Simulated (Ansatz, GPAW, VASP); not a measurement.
## One calculation of GaAs, 3 ways

```
As Ga
1.0
     0.00000    2.82685    2.82685
     2.82685    0.00000    2.82685
     2.82685    2.82685    0.00000
As Ga
1 1
Cartesian
  4.2403 4.2403 4.2403
  0.0000 0.0000 0.0000
```

Alike in all runs: task single point; functional PBE; k mesh 8 × 8 × 8; occupations gaussian, width 0.021 eV; no spin polarisation; no spin-orbit coupling. Pressure is positive in compression and, in plane waves, holds the error of the finite cutoff.

```tsv
program and potentials	plane-wave cutoff (eV)	notes	band gap (eV)	pressure (GPa)
Ansatz, all-electron LAPW, scalar-relativistic	-	-	0.52	3.27
VASP, PBE PAW files As, Ga_d, 520 eV	520	9 valence electrons an atom on average	?	?
GPAW, GPAW PAW data sets (gpaw-data 1.2.1)	600	4 valence electrons an atom on average	0.59	4.33
```

Problem. Estimate from the other rows what the run with VASP, PBE PAW files As, Ga_d, 520 eV gave.

Solution. Band gap 0.52 eV; pressure 3.46 GPa. The other rows, which needn't bracket it: band gap 0.52 to 0.59; pressure 3.27 to 4.33.
